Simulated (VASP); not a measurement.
Wanted: the native input for a VASP 6.6.1 run.

```yaml
Task: band structure
Functional: PBEsol
Potentials_or_basis: VASP PAW PBE potentials, release 64 (Al, As)
Cutoff: 520 eV
k_mesh: 6 × 6 × 6
Occupations: gaussian, width 0.03 eV
Spin: no spin polarisation
Grid_for_exact_exchange_PRECFOCK: Fast
Further_INCAR_settings: ALGO = Normal; EDIFF = 1e-06; NBANDS = 11
```

The structure of AlAs lies in POSCAR:

```
AlAs                                    
1.0
    0.0000000000      2.8408956351      2.8408956351
    2.8408956351      0.0000000000      2.8408956351
    2.8408956351      2.8408956351      0.0000000000
  Al              As            
     1     1
Direct
     0.0000000000000000    0.0000000000000000    0.0000000000000000
     0.2500000000000000    0.2500000000000000    0.2500000000000000
```

The cell was built by a generator and needn't be a form met in nature.

These files were run (other wordings do the same):

INCAR

```
SYSTEM = AlAs
ALGO     = Normal         ! electronic algorithm
EDIFF    = 1E-6           ! SCF threshold, eV
ENCUT    = 520            ! plane-wave cutoff, eV
GGA      = PS             ! functional
ISIF     = 2              ! what is computed and relaxed
ISMEAR   = 0              ! smearing method
KPAR     = 2            
LASPH    = .TRUE.         ! aspherical terms in the spheres
LCHARG   = .FALSE.        ! write CHGCAR
LREAL    = .FALSE.        ! projectors in reciprocal space
LWAVE    = .FALSE.        ! write WAVECAR
NBANDS   = 11             ! bands
NELM     = 80             ! most SCF steps
PREC     = Accurate       ! precision mode
SIGMA    = 0.03           ! smearing width, eV
```

KPOINTS

```
k-points
0
G
  6 6 6
  0 0 0
```

KPOINTS_OPT

```
explicit points
9
Reciprocal
 0.0000000000  0.0000000000  0.0000000000 1
 0.3750000000  0.3750000000  0.7500000000 1
 0.5000000000  0.5000000000  0.5000000000 1
 0.6250000000  0.2500000000  0.6250000000 1
 0.5000000000  0.2500000000  0.7500000000 1
 0.5000000000  0.0000000000  0.5000000000 1
 0.4000000000  0.0000000000  0.4000000000 1
 0.4250000000  0.0000000000  0.4250000000 1
 0.4500000000  0.0000000000  0.4500000000 1
```

Potentials or basis: VASP PAW PBE potentials, release 64 (Al, As).

Launch:

```sh
$ cat potpaw_PBE.64/Al/POTCAR potpaw_PBE.64/As/POTCAR > POTCAR
$ mpirun -np 2 vasp_std > vasp.out
```

Results of the run:

```
Pressure                : 0.0 GPa
Band gap on the k mesh  : 1.33 eV, indirect (least direct gap 1.89 eV)
Band gap along the path : 1.33 eV, indirect (least direct gap 1.89 eV)
```

Caveat: the PAW data sets were made with another functional, which shifts forces and pressure a little.

Wall time 6.4 s on 2 MPI ranks on Intel(R) Xeon(R) Platinum 8488C (Sapphire Rapids) (shared host), peak memory 0.15 GiB a rank.
